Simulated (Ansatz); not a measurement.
# GaAs: the cost of one run

Computed with Ansatz 0.2.0 (DFT LDA, scalar-relativistic, unless a step's input says otherwise).

**1. Starting point**

It takes space group F-43m (No. 216, cubic). The conventional cell has a = 5.654 Å, b = 5.654 Å, c = 5.654 Å, α = 90.00°, β = 90.00°, γ = 90.00°. Ga (site symmetry -43m) has 4 As at 2.45 Å as nearest neighbours. As (site symmetry -43m) has 4 Ga at 2.45 Å as nearest neighbours.

As a file:

```cif
data_structure
_symmetry_space_group_name_H-M 'P 1'
_symmetry_Int_Tables_number 1
_cell_length_a 3.9978
_cell_length_b 3.9978
_cell_length_c 3.9978
_cell_angle_alpha 60.000
_cell_angle_beta 60.000
_cell_angle_gamma 60.000
_cell_volume 45.18
loop_
_atom_site_label
_atom_site_type_symbol
_atom_site_fract_x
_atom_site_fract_y
_atom_site_fract_z
_atom_site_occupancy
Ga1 Ga 0.00000 0.00000 0.00000 1
As1 As 0.75000 0.75000 0.75000 1
```

Atoms are numbered in the order of the input: Ga1, As2.

**2. Volume × 0.96, LAPW**

input.yaml

```yaml
crystal:
  lattice:
    - [0.0, 2.7886446409, 2.7886446409]
    - [2.7886446409, 0.0, 2.7886446409]
    - [2.7886446409, 2.7886446409, 0.0]
  atoms:
    - { symbol: Ga, position: [0.0, 0.0, 0.0] }
    - { symbol: As, position: [0.75, 0.75, 0.75] }
kpoints:
  mp_grid: { grid: [11, 11, 11] }
  band_path:
    path:
      - [0.0, 0.0, 0.0]
      - [-0.5, -0.5, 0.0]
      - [-0.375, -0.375, 0.25]
      - [-0.375, 0.0, 0.375]
      - [0.0, 0.0, 0.0]
      - [0.0, 0.0, 0.5]
      - [-0.5, -0.25, 0.25]
      - [-0.5, -0.5, 0.0]
    npoints: 5
scf:
  occupations: { method: fermi_dirac, width: 0.05 }
hamiltonian:
  xc: lda
  pseudopotentials: { kind: all_electron, lapw: { basis_error: 0.0005 } }
output:
  forces: true
  stress: true
  eigenvalues: true
```

Launch:

```sh
$ ansatz run input.yaml --threads 1 --pin off --max-ram 3072MiB --backend cpu --events-out ev --progress --plain --runs-dir out
```

Q: Estimate wall time and peak memory on 1 thread of Intel Xeon 6975P-C (Granite Rapids), shared host.

About 19 s, with a peak of 0.43 GiB.
